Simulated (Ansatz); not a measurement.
A crystal relaxed with r2SCAN in Ansatz has space group P6_3mc (No. 186) and a = 2.544 Å, c = 4.208 Å.

```json
{"atom": "B", "site": "2b", "x": "0.3333", "y": "0.6667", "z": "0.0002"}
{"atom": "Xx", "site": "2b", "x": "0.3333", "y": "0.6667", "z": "0.3748"}
```

The r2SCAN gap is indirect, 5.75 eV (Γ to K), below the direct gap of 9.00 eV at Γ–M (0.20 of the way from Γ). The HSE06 gap is indirect, 6.53 eV (Γ to K), below the direct gap of 9.96 eV at Γ–M (0.22 of the way from Γ). PBE gives an indirect gap of 5.21 eV, from Γ to K; the least direct gap is 8.30 eV at Γ–M (0.20 of the way from Γ). Meshes: r2SCAN 12×12×6, HSE06 9×9×4, PBE 12×12×6. r2SCAN's ε∞ is 4.4 along x and y, 4.6 along z.

Q: Which element is Xx?
A. Sb
B. P
C. N
D. As

A: C. Xx is N: BN (wurtzite). Around B lie 4 N at 1.56–1.58 Å; around N lie 4 B at 1.56–1.58 Å.

Calculated for a static, non-magnetic cell.

The meshes of the hybrids are coarse, so their gaps aren't converged to the digits shown.
